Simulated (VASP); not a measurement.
# GeSe (Pnma) in VASP: a series of runs, part 2 of 2

VASP 6.6.1. Earlier steps stand in the parts before.

## (4) Relaxation of cell and atoms, PBEsol

Contents of INCAR:

```
SYSTEM = GeSe
  PREC = Accurate
  ENCUT = 600
  EDIFF = 1E-6
  ISMEAR = 0
  SIGMA = 0.03
  LREAL = .FALSE.
  LASPH = .TRUE.
  NELM = 80
  ALGO = Normal
  ISIF = 3
  LWAVE = .FALSE.
  LCHARG = .FALSE.
  GGA = PS
  IBRION = 2
  NSW = 90
  EDIFFG = -0.01
  KPAR = 2
```

Contents of KPOINTS:

```
regular mesh
0
G
  4 8 6
  0 0 0
```

Contents of POSCAR:

```
GeSe
1.0
   10.7900000000      0.0000000000      0.0000000000
    0.0000000000      3.8200000000      0.0000000000
    0.0000000000      0.0000000000      4.3800000000
Ge Se
4 4
Direct
    0.1210000000      0.7500000000      0.8940000000
    0.6210000000      0.7500000000      0.6060000000
    0.3790000000      0.2500000000      0.3940000000
    0.8790000000      0.2500000000      0.1060000000
    0.8520000000      0.7500000000      0.4970000000
    0.3520000000      0.7500000000      0.0030000000
    0.6480000000      0.2500000000      0.9970000000
    0.1480000000      0.2500000000      0.5030000000
```

Started as:

```bash
cat potpaw_PBE.64/Ge_d/POTCAR potpaw_PBE.64/Se/POTCAR > POTCAR
mpirun -np 2 vasp_std > vasp.out
```

It took 35 min on 2 MPI ranks of AMD EPYC 9R45 (Zen 5), shared host; peak memory 0.64 GiB.

It converged, with:

```
Free energy                            : -36.9965 eV
Relaxed volume                         : 22.00 Å³/atom
Relaxed cell                           : a = 10.723 Å, b = 3.861 Å, c = 4.251 Å, α = 90.00°, β = 90.00°, γ = 90.00°
Space group after relaxing (to 0.05 Å) : Pnma (No. 62)
Energy gained by relaxing              : 4.0 meV/atom
Ionic steps                            : 25
Pressure after relaxing                : 0.0 GPa
Largest force after relaxing           : 0.009 eV/Å
Band gap on the k mesh                 : 0.36 eV, indirect (least direct gap 0.76 eV)
```

Forces on the atoms (eV/Å):
```
Ge   0.008  0.000 -0.003
Ge   0.008  0.000  0.003
Ge  -0.008  0.000 -0.003
Ge  -0.008  0.000  0.003
Se  -0.007  0.000  0.000
Se  -0.007  0.000  0.000
Se   0.007  0.000  0.000
Se   0.007  0.000  0.000
```

The path:
| step | energy change (eV) | largest force (eV/Å) | pressure (GPa) | volume (Å³) |
| --- | --- | --- | --- | --- |
| 1 | 0.0000 | 0.2121 | -0.01 | 180.53 |
| 2 | -0.0114 | 0.0923 | -0.27 | 180.48 |
| 3 | -0.0122 | 0.0711 | -0.36 | 180.46 |
| 4 | -0.0196 | 0.0766 | -0.18 | 179.04 |
| 5 | -0.0249 | 0.0972 | 0.67 | 174.80 |
| 6 | -0.0262 | 0.0912 | 0.49 | 176.01 |
| 7 | -0.0296 | 0.0394 | 0.09 | 176.17 |
| 8 | -0.0297 | 0.0339 | 0.02 | 176.20 |
| 9 | -0.0297 | 0.0347 | 0.04 | 176.19 |
| 10 | -0.0299 | 0.0314 | -0.02 | 176.30 |
| 11 | -0.0303 | 0.0237 | -0.12 | 176.55 |
| 12 | -0.0305 | 0.0193 | 0.00 | 176.44 |
| 13 | -0.0306 | 0.0179 | 0.02 | 176.36 |
| 14 | -0.0307 | 0.0207 | 0.04 | 176.21 |
| 15 | -0.0308 | 0.0189 | 0.04 | 176.23 |
| 16 | -0.0310 | 0.0187 | -0.03 | 176.32 |
| 17 | -0.0310 | 0.0208 | -0.04 | 176.35 |
| 18 | -0.0311 | 0.0183 | -0.03 | 176.29 |
| 19 | -0.0313 | 0.0136 | 0.00 | 176.11 |
| 20 | -0.0314 | 0.0121 | 0.02 | 176.05 |
| 21 | -0.0315 | 0.0106 | 0.04 | 175.93 |
| 22 | -0.0316 | 0.0131 | -0.05 | 176.08 |
| 23 | -0.0316 | 0.0122 | -0.01 | 176.06 |
| 24 | -0.0316 | 0.0121 | -0.06 | 176.07 |
| 25 | -0.0317 | 0.0086 | 0.01 | 175.98 |

Final structure:
```cif
data_structure
_symmetry_space_group_name_H-M 'P 1'
_symmetry_Int_Tables_number 1
_cell_length_a 10.7231
_cell_length_b 3.8605
_cell_length_c 4.2510
_cell_angle_alpha 90.000
_cell_angle_beta 90.000
_cell_angle_gamma 90.000
_cell_volume 175.98
loop_
_atom_site_label
_atom_site_type_symbol
_atom_site_fract_x
_atom_site_fract_y
_atom_site_fract_z
_atom_site_occupancy
Ge1 Ge 0.11945 0.75000 0.89492 1
Ge2 Ge 0.61945 0.75000 0.60508 1
Ge3 Ge 0.38055 0.25000 0.39492 1
Ge4 Ge 0.88055 0.25000 0.10508 1
Se1 Se 0.85615 0.75000 0.50662 1
Se2 Se 0.35615 0.75000 0.99338 1
Se3 Se 0.64385 0.25000 0.00662 1
Se4 Se 0.14385 0.25000 0.49338 1
```

Levels at points of the mesh, in eV from the valence-band top:
| k point | band 38 | band 39 | band 40 | band 41 | band 42 | band 43 |
| --- | --- | --- | --- | --- | --- | --- |
| (0.00, 0.00, 0.00) | -1.32 | -0.95 | -0.40 | 0.36 | 2.63 | 2.63 |
| (0.50, 0.00, 0.00) | -1.95 | -0.57 | -0.57 | 2.21 | 2.21 | 2.40 |
| (0.00, 0.50, 0.00) | -1.36 | -1.24 | -1.24 | 0.92 | 0.92 | 1.10 |
| (0.50, 0.50, 0.00) | -1.56 | -1.56 | -1.56 | 1.36 | 1.36 | 1.36 |
| (0.00, 0.00, 0.50) | -1.09 | -0.50 | -0.50 | 1.03 | 1.03 | 1.60 |
| (0.50, 0.00, 0.50) | -0.66 | -0.64 | -0.64 | 1.06 | 1.06 | 1.68 |
| (0.00, 0.50, 0.50) | -2.56 | -1.76 | -1.76 | 2.72 | 2.72 | 3.24 |
| (0.50, 0.50, 0.50) | -1.69 | -1.69 | -1.69 | 2.32 | 2.32 | 2.32 |

Caveat: the PAW data sets were made with another functional, which shifts forces and pressure a little.

## (5) Relaxation of cell and atoms, PBEsol

This run uses another cell than the first one, of 22.00 Å³/atom, 0.975 times its volume.

Edit INCAR of step 4 so:

```diff
@@ -3,3 +3,3 @@
   ENCUT = 600
-  EDIFF = 1E-6
+  EDIFF = 1E-7
   ISMEAR = 0
@@ -16,3 +16,3 @@
   NSW = 90
-  EDIFFG = -0.01
+  EDIFFG = -0.005
   KPAR = 2
```

KPOINTS is that of step 4.

Contents of POSCAR:

```
GeSe                                    
1.0
   10.7230986823      0.0000000000      0.0000000000
    0.0000000000      3.8605284359     -0.0000000000
    0.0000000000     -0.0000000000      4.2510430692
  Ge              Se            
     4     4
Direct
     0.1194540986846209    0.7500000000000000    0.8949157539582426
     0.6194540986846211    0.7500000000000000    0.6050842460417573
     0.3805459013153792    0.2500000000000000    0.3949157539582427
     0.8805459013153789    0.2500000000000000    0.1050842460417573
     0.8561482417206880    0.7500000000000000    0.5066239208118436
     0.3561482417206883    0.7500000000000000    0.9933760791881564
     0.6438517582793120    0.2500000000000000    0.0066239208118436
     0.1438517582793118    0.2500000000000000    0.4933760791881563
```

Started as:

```bash
cat potpaw_PBE.64/Ge_d/POTCAR potpaw_PBE.64/Se/POTCAR > POTCAR
mpirun -np 2 vasp_std > vasp.out
```

Wall time 8.7 min (2 MPI ranks of AMD EPYC 9R45 (Zen 5), shared host); peak memory 0.63 GiB.

Results (log left out):

```yaml
Free_energy: -36.9961 eV
Relaxed_volume: 22.03 Å³/atom
Relaxed_cell: a = 10.727 Å, b = 3.858 Å, c = 4.257 Å, α = 90.00°, β = 90.00°, γ = 90.00°
Space_group_after_relaxing_to_0.05_Å: Pnma (No. 62)
Energy_gained_by_relaxing: 0.0 meV/atom
Ionic_steps: 5
Pressure_after_relaxing: 0.0 GPa
Band_gap_on_the_k_mesh: 0.37 eV, indirect (least direct gap 0.76 eV)
```

Final structure:
```cif
data_structure
_symmetry_space_group_name_H-M 'P 1'
_symmetry_Int_Tables_number 1
_cell_length_a 10.7268
_cell_length_b 3.8582
_cell_length_c 4.2575
_cell_angle_alpha 90.000
_cell_angle_beta 90.000
_cell_angle_gamma 90.000
_cell_volume 176.20
loop_
_atom_site_label
_atom_site_type_symbol
_atom_site_fract_x
_atom_site_fract_y
_atom_site_fract_z
_atom_site_occupancy
Ge1 Ge 0.11961 0.75000 0.89455 1
Ge2 Ge 0.61961 0.75000 0.60545 1
Ge3 Ge 0.38039 0.25000 0.39455 1
Ge4 Ge 0.88039 0.25000 0.10545 1
Se1 Se 0.85604 0.75000 0.50651 1
Se2 Se 0.35604 0.75000 0.99349 1
Se3 Se 0.64396 0.25000 0.00651 1
Se4 Se 0.14396 0.25000 0.49349 1
```

Levels at points of the mesh, in eV from the valence-band top:
```tsv
k point	band 36	band 37	band 38	band 39	band 40	band 41	band 42	band 43	band 44	band 45
(0.00, 0.00, 0.00)	-1.99	-1.57	-1.32	-0.95	-0.39	0.37	2.63	2.63	2.63	2.99
(0.50, 0.00, 0.00)	-2.35	-1.94	-1.94	-0.57	-0.57	2.21	2.21	2.40	2.40	3.54
(0.00, 0.50, 0.00)	-2.02	-1.37	-1.37	-1.24	-1.24	0.92	0.92	1.09	1.09	1.44
(0.50, 0.50, 0.00)	-2.43	-1.57	-1.57	-1.57	-1.57	1.35	1.35	1.35	1.35	1.82
(0.00, 0.00, 0.50)	-1.43	-1.09	-1.09	-0.50	-0.50	1.04	1.04	1.62	1.62	1.80
(0.50, 0.00, 0.50)	-2.02	-0.66	-0.66	-0.64	-0.64	1.07	1.07	1.70	1.70	1.85
(0.00, 0.50, 0.50)	-3.64	-2.55	-2.55	-1.75	-1.75	2.72	2.72	3.24	3.24	4.81
(0.50, 0.50, 0.50)	-4.37	-1.69	-1.69	-1.69	-1.69	2.33	2.33	2.33	2.33	5.13
```

Caveat: the PAW data sets were made with another functional, which shifts forces and pressure a little. A k mesh can miss the band edges.

## (6) Relaxation of cell and atoms, PBE+D3(BJ)

Contents of INCAR:

```
ALGO = Normal ; EDIFF = 1E-6
EDIFFG = -0.01 ; ENCUT = 600
GGA = PE ; IBRION = 2
ISIF = 3 ; ISMEAR = 0
IVDW = 12 ; KPAR = 2
LASPH = True ; LCHARG = False
LREAL = False ; LWAVE = False
NELM = 80 ; NSW = 90
PREC = Accurate ; SIGMA = 0.03
```

Contents of KPOINTS:

```
k-points
0
Gamma
  4 8 6
```

Contents of POSCAR:

```
GeSe
1.0
   10.7900000000      0.0000000000      0.0000000000
    0.0000000000      3.8200000000      0.0000000000
    0.0000000000      0.0000000000      4.3800000000
Ge Se
4 4
Direct
    0.1210000000      0.7500000000      0.8940000000
    0.6210000000      0.7500000000      0.6060000000
    0.3790000000      0.2500000000      0.3940000000
    0.8790000000      0.2500000000      0.1060000000
    0.8520000000      0.7500000000      0.4970000000
    0.3520000000      0.7500000000      0.0030000000
    0.6480000000      0.2500000000      0.9970000000
    0.1480000000      0.2500000000      0.5030000000
```

Potentials or basis: VASP PAW PBE potentials, release 64 (Ge_d, Se).

Started as:

```bash
cat potpaw_PBE.64/Ge_d/POTCAR potpaw_PBE.64/Se/POTCAR > POTCAR
mpirun -np 2 vasp_std > vasp.out
```

It took 44 min on 2 MPI ranks of Intel Xeon Platinum 8559C (Emerald Rapids), shared host; peak memory 0.66 GiB.

The run converged. Its results:

```yaml
Free_energy: -36.7182 eV
Relaxed_volume: 23.52 Å³/atom
Relaxed_cell: a = 10.960 Å, b = 3.882 Å, c = 4.423 Å, α = 90.00°, β = 90.00°, γ = 90.00°
Space_group_after_relaxing_to_0.05_Å: Pnma (No. 62)
Energy_gained_by_relaxing: 11.7 meV/atom
Ionic_steps: 25
Pressure_after_relaxing: 0.0 GPa
Largest_force_after_relaxing: 0.010 eV/Å
Band_gap_on_the_k_mesh: 0.71 eV, indirect (least direct gap 0.89 eV)
Dispersion_energy_per_atom: -0.358 eV
```

Forces on the atoms (eV/Å):
```
Ge   0.007  0.000 -0.007
Ge   0.007  0.000  0.007
Ge  -0.007  0.000 -0.007
Ge  -0.007  0.000  0.007
Se   0.005  0.000  0.007
Se   0.005  0.000 -0.007
Se  -0.005  0.000  0.007
Se  -0.005  0.000 -0.007
```

The path:
| step | energy change (eV) | largest force (eV/Å) | pressure (GPa) | volume (Å³) |
| --- | --- | --- | --- | --- |
| 1 | 0.0000 | 0.2543 | 3.31 | 180.53 |
| 2 | -0.0416 | 0.2877 | -2.39 | 193.00 |
| 3 | -0.0841 | 0.1310 | -0.08 | 187.88 |
| 4 | -0.0841 | 0.1262 | -0.02 | 187.73 |
| 5 | -0.0878 | 0.0880 | 0.00 | 187.88 |
| 6 | -0.0900 | 0.0458 | 0.02 | 188.07 |
| 7 | -0.0901 | 0.0431 | 0.06 | 188.10 |
| 8 | -0.0912 | 0.0347 | -0.05 | 188.44 |
| 9 | -0.0912 | 0.0360 | -0.21 | 188.86 |
| 10 | -0.0914 | 0.0347 | -0.19 | 188.67 |
| 11 | -0.0920 | 0.0429 | 0.00 | 188.33 |
| 12 | -0.0921 | 0.0472 | 0.14 | 188.14 |
| 13 | -0.0926 | 0.0377 | 0.09 | 188.16 |
| 14 | -0.0932 | 0.0185 | 0.04 | 188.20 |
| 15 | -0.0934 | 0.0170 | -0.06 | 188.33 |
| 16 | -0.0934 | 0.0168 | -0.04 | 188.37 |
| 17 | -0.0934 | 0.0168 | -0.09 | 188.43 |
| 18 | -0.0935 | 0.0168 | -0.04 | 188.34 |
| 19 | -0.0936 | 0.0184 | 0.02 | 188.17 |
| 20 | -0.0936 | 0.0183 | 0.11 | 188.14 |
| 21 | -0.0936 | 0.0183 | -0.02 | 188.16 |
| 22 | -0.0936 | 0.0183 | 0.06 | 188.15 |
| 23 | -0.0937 | 0.0132 | 0.01 | 188.18 |
| 24 | -0.0937 | 0.0124 | -0.02 | 188.22 |
| 25 | -0.0938 | 0.0096 | 0.01 | 188.18 |

Final structure:
```
CELL_PARAMETERS angstrom
10.95973 0.00000 0.00000
0.00000 3.88180 0.00000
0.00000 0.00000 4.42316
ATOMIC_POSITIONS crystal
Ge 0.12293 0.75000 0.89010
Ge 0.62293 0.75000 0.60990
Ge 0.37707 0.25000 0.39010
Ge 0.87707 0.25000 0.10990
Se 0.85450 0.75000 0.49865
Se 0.35450 0.75000 0.00135
Se 0.64550 0.25000 0.99865
Se 0.14550 0.25000 0.50135
```

Levels at points of the mesh, in eV from the valence-band top:
```
           k point  band 38  band 39  band 40  band 41  band 42  band 43
(0.00, 0.00, 0.00)    -1.07    -0.82    -0.18     0.71     2.65     2.69
(0.50, 0.00, 0.00)    -1.67    -0.44    -0.44     2.37     2.37     2.42
(0.00, 0.50, 0.00)    -1.38    -1.18    -1.18     1.12     1.12     1.23
(0.50, 0.50, 0.00)    -1.50    -1.50    -1.50     1.50     1.50     1.50
(0.00, 0.00, 0.50)    -0.96    -0.39    -0.39     1.24     1.24     1.94
(0.50, 0.00, 0.50)    -0.57    -0.52    -0.52     1.29     1.29     1.93
(0.00, 0.50, 0.50)    -2.14    -1.51    -1.51     2.86     2.86     3.23
(0.50, 0.50, 0.50)    -1.46    -1.46    -1.46     2.57     2.57     2.57
```

A k mesh can miss the band edges. Zero-point motion and thermal expansion aren't in these numbers.

## (7) Summary

| level | gap on the mesh (eV) | pressure (GPa) | relaxed volume (Å³/atom) |
| --- | --- | --- | --- |
| rev-vdW-DF2 | 0.64 | 0.0 | 23.45 |
| PBEsol | 0.37 | 0.0 | 22.03 |
| PBE+D3(BJ) | 0.71 | 0.0 | 23.52 |

Alike in all rows: task relaxation of cell and atoms; potentials or basis VASP PAW PBE potentials, release 64 (Ge_d, Se); no spin polarisation; cell relaxed; k mesh 4 × 8 × 6; cutoff (eV) 600; smearing gaussian 0.03 eV.

Caveats: the PAW data sets were made with another functional, which shifts forces and pressure a little (some runs).

Absolute energies hang on the potentials; compare differences alone.
